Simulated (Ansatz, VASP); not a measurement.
# One calculation of Ti, two programs

The input INCAR:

```
PREC = Accurate
ENCUT = 520
EDIFF = 1E-6
ISMEAR = 0
SIGMA = 0.1
LREAL = F
LASPH = T
NELM = 80
ALGO = Fast
ISIF = 2
LWAVE = F
LCHARG = F
GGA = PS
NBANDS = 19
```

The input KPOINTS:

```
Automatic mesh
0
Gamma
  9 9 4
```

File POSCAR:

```
Ti
1.0
    2.9500000000      0.0000000000      0.0000000000
   -1.4750000000      2.5547749412      0.0000000000
    0.0000000000      0.0000000000      4.6800000000
Ti
2
Direct
    0.3333333333      0.6666666667      0.2500000000
    0.6666666667      0.3333333333      0.7500000000
```

Input for Ansatz:

```yaml
crystal:
  lattice:
    - [2.95, 0.0, 0.0]
    - [-1.475, 2.5547749412, 0.0]
    - [0.0, 0.0, 4.68]
  atoms:
    - { symbol: Ti, position: [0.3333333333, 0.6666666667, 0.25] }
    - { symbol: Ti, position: [0.6666666667, 0.3333333333, 0.75] }
basis:
  ecutwfc: 420
kpoints:
  mp_grid: { grid: [9, 9, 4] }
hamiltonian:
  xc: pbesol
scf:
  occupations: { method: gaussian, width: 0.1 }
output:
  forces: true
  stress: true
  eigenvalues: true
```

Alike in both runs: task single point; functional PBEsol; k mesh 9 × 9 × 4; occupations gaussian, width 0.1 eV; no spin polarisation.

```csv
,VASP,Ansatz
version,VASP 6.6.1,Ansatz 0.2.0
potentials or method,"VASP PAW PBE potentials, release 64 (Ti_sv)","scalar-relativistic, plane waves, PAW"
plane-wave cutoff (eV),520,420
valence electrons in the cell,24,24
```

VASP gave:

* gap on the k mesh at the Fermi level (eV): none
* pressure (GPa): -6.4
* largest component of the traceless stress (GPa): 0.88

**Question.** What did Ansatz give for the same quantities?

**Answer.** gap on the k mesh at the Fermi level (eV): none; pressure (GPa): -5.9; largest component of the traceless stress (GPa): 0.89.

A gap of «none» marks a metal or a gap that the smearing closes.

Caveats: the PAW data sets were made with another functional, which shifts forces and pressure a little (VASP).
